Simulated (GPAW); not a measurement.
A run of GPAW 26.7.0:

Contents of run.py:

```python
import numpy as np
from ase.dft.bandgap import bandgap
from ase.io import read, write
from gpaw import GPAW, PW
from gpaw.response.bse import BSE

atoms = read('POSCAR')

calc = GPAW(mode=PW(600),
            xc='RPBE',
            kpts={'size': (8, 8, 8), 'gamma': True},
            occupations={'name': 'fermi-dirac', 'width': 0.001},
            nbands=11,
            convergence={'density': 1e-06},
            maxiter=150,
            txt='gpaw.txt')
atoms.calc = calc
energy = atoms.get_potential_energy()
calc.write('gs.gpw')
write('result.traj', atoms)
print(f'Energy: {energy:.6f} eV')
print('Fermi level:', round(calc.get_fermi_level(), 4), 'eV')
print(f'Gap: {bandgap(calc)[0]:.4f} eV, direct: {bandgap(calc, direct=True)[0]:.4f} eV')

dense = calc.fixed_density(kpts={'size': (6, 6, 6), 'gamma': True},
                           nbands=50, convergence={'bands': 44},
                           update_fermi_level=True, txt='dense.txt')
dense.write('dense.gpw', mode='all')
gap = bandgap(dense, direct=True)[0]
print(f'Direct gap on the dense mesh: {gap:.4f} eV')

bse = BSE('dense.gpw',
          ecut=30,
          valence_bands=range(0, 4),
          conduction_bands=range(4, 8),
          nbands=44,
          mode='BSE',
          integrate_gamma='1BZ',
          direction=0,
          txt='bse.txt',
          eshift=1.62)
bse.get_dielectric_function(w_w=np.linspace(0, 13, 261), eta=0.1, filename='bse.csv', write_eig='eig.dat')
_, energies, weights = np.loadtxt('eig.dat', unpack=True)
bright = energies[weights > 1e-3 * weights.max()]
print(f'Lowest exciton {energies.min():.4f} eV, lowest bright one {bright.min():.4f} eV')
```

POSCAR

```
GaN
1.0
    0.0000000000      2.2230441631      2.2230441631
    2.2230441631      0.0000000000      2.2230441631
    2.2230441631      2.2230441631      0.0000000000
Ga N
1 1
Direct
    0.0000000000      0.0000000000      0.0000000000
    0.2500000000      0.2500000000      0.2500000000
```

Potentials or basis: the program's PAW data sets (release 1.2.1) made for this functional, pw.

The run is started by

```bash
$ OMP_NUM_THREADS=1 python run.py
```

Hardware: 1 thread of Arm Neoverse V2, on a shared host.

**Question.** Estimate the wall time of this run.

**Answer.** It took 11 min on 1 thread of Arm Neoverse V2 (shared host), peak memory 0.97 GiB. Counts: scf iterations 24, plane waves 754, bands 11, k points 29.
